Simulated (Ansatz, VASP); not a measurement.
# HfB2 (so): VASP beside Ansatz

```xyz
3
Lattice="3.2002 0.0000 0.0000 -1.6001 2.7714 0.0000 0.0000 0.0000 3.5652" Properties=species:S:1:pos:R:3 pbc="T T T"
Hf    0.0000    0.0000    0.0000
B     0.0000    1.8476    1.7826
B     1.6001    0.9238    1.7826
```

Alike in both runs: functional PBE; k mesh 15 × 15 × 12; occupations gaussian, width 0.1 eV; non-collinear spin, spin-orbit coupling.

Ansatz relaxed the structure, and its values are those at the end. VASP's run is a single point on that final structure, the one shown.

```csv
,VASP,Ansatz
version,VASP 6.6.1,Ansatz 0.2.0
potentials or method,"VASP PAW PBE potentials, release 64 (Hf_pv, B)","plane waves, PAW"
plane-wave cutoff (eV),520,420
valence electrons in the cell,16,32
```

```csv
,VASP,Ansatz,Ansatz less VASP
gap on the k mesh at the Fermi level (eV),none,none,-
pressure (GPa),-13.1,-12.9,+0.17
net moment per atom (μB),0.00,0.00,0.000
```

A gap of «none» marks a metal or a gap that the smearing closes. The functional is the same, so the differences come from potentials, cutoffs and numerics. The two sets of potentials don't hold the same shells in valence.
